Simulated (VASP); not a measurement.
The system is HgSe.

```
Hg Se
1.0
     0.00000    3.03900    3.03900
     3.03900    0.00000    3.03900
     3.03900    3.03900    0.00000
Hg Se
1 1
Direct
  0.00000 0.00000 0.00000
  0.75000 0.75000 0.75000
```

* Program: VASP 6.6.1
* Task: relaxation of cell and atoms
* Functional: vdW-DF
* Potentials or basis: VASP PAW PBE potentials, release 64 (Hg, Se)
* Cutoff: 600 eV
* k mesh: 8 × 8 × 8
* Occupations: fermi-dirac, width 0.05 eV
* Spin: no spin polarisation

At the start: pressure 8.2 GPa; volume 28.07 Å³/atom.

**Question.** How do energy, volume and symmetry change on relaxing?

**Answer.** Over 4 steps the energy falls by 103.8 meV/atom and the volume is 32.83 Å³/atom (+17.0 %); space group F-43m (No. 216, to 0.05 Å).

Step by step:
```tsv
step	energy change (eV)	largest force (eV/Å)	pressure (GPa)	volume (Å³)
1	0.0000	0.0000	8.25	56.13
2	-0.1925	0.0000	-1.48	68.70
3	-0.2076	0.0000	0.06	65.47
4	-0.2076	0.0000	-0.05	65.66
```

Final structure:
```xyz
2
Lattice="0.0000 3.2021 3.2021 3.2021 0.0000 3.2021 3.2021 3.2021 0.0000" Properties=species:S:1:pos:R:3 pbc="T T T"
Hg    0.0000    0.0000    0.0000
Se    4.8031    4.8031    4.8031
```

Caveat: the volume moved by over 15 % at a fixed basis, so the end points are rough; the PAW data sets were made with another functional, which shifts forces and pressure a little; the volume moved by +17 % from the deposited cell, more than functionals usually miss.
